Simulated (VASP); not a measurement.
Write the native input for VASP 6.6.1 that does the following.

```yaml
Task: relaxation of cell and atoms
Functional: PBEsol
Potentials_or_basis: VASP PAW PBE potentials, release 64 (Ti_sv, Se)
Cutoff: 600 eV
k_mesh: 12 × 12 × 6
Occupations: methfessel-paxton, width 0.1 eV
Spin: no spin polarisation
Further_INCAR_settings: ALGO = Normal; EDIFF = 1e-06; IBRION = 2; EDIFFG = -0.01; NSW = 90; ISIF = 3
```

The structure of TiSe2 lies in POSCAR:

```
TiSe2
1.0
    3.5360000000      0.0000000000      0.0000000000
   -1.7680000000      3.0622658278      0.0000000000
    0.0000000000      0.0000000000      6.0040000000
Ti Se
1 2
Direct
    0.0000000000      0.0000000000      0.0000000000
    0.3333333333      0.6666666667      0.2552000000
    0.6666666667      0.3333333333      0.7448000000
```

These files were run (other wordings do the same):

INCAR

```
SYSTEM = TiSe2
  PREC = Accurate
  ENCUT = 600
  EDIFF = 1E-6
  ISMEAR = 1
  SIGMA = 0.1
  LREAL = .FALSE.
  LASPH = .TRUE.
  NELM = 80
  ALGO = Normal
  ISIF = 3
  LWAVE = .FALSE.
  LCHARG = .FALSE.
  GGA = PS
  IBRION = 2
  NSW = 90
  EDIFFG = -0.01
```

KPOINTS

```
Automatic mesh
0
G
  12 12 6
  0 0 0
```

Potentials or basis: VASP PAW PBE potentials, release 64 (Ti_sv, Se).

Launch:

```console
$ cat potpaw_PBE.64/Ti_sv/POTCAR potpaw_PBE.64/Se/POTCAR > POTCAR
$ mpirun -np 1 vasp_std > vasp.out
```

It gave:

```json
{
 "Relaxed volume": "20.68 Å³/atom",
 "Relaxed cell": "a = 3.474 Å, b = 3.474 Å, c = 5.935 Å, α = 90.00°, β = 90.00°, γ = 120.00°",
 "Space group after relaxing (to 0.05 Å)": "P-3m1 (No. 164)",
 "Energy gained by relaxing": "6.1 meV/atom",
 "Ionic steps": "12",
 "Pressure after relaxing": "0.0 GPa",
 "Largest force after relaxing": "0.005 eV/Å",
 "Band gap on the k mesh": "none (metal or under the smearing width)"
}
```

Caveat: the PAW data sets were made with another functional, which shifts forces and pressure a little; this functional lacks dispersion, which binds the layers, so the pressure and a relaxed spacing across them are unreliable.

Wall time 7.5 min on 1 thread of Intel(R) Xeon(R) Platinum 8488C (Sapphire Rapids), with other jobs on the host, peak memory 0.29 GiB.
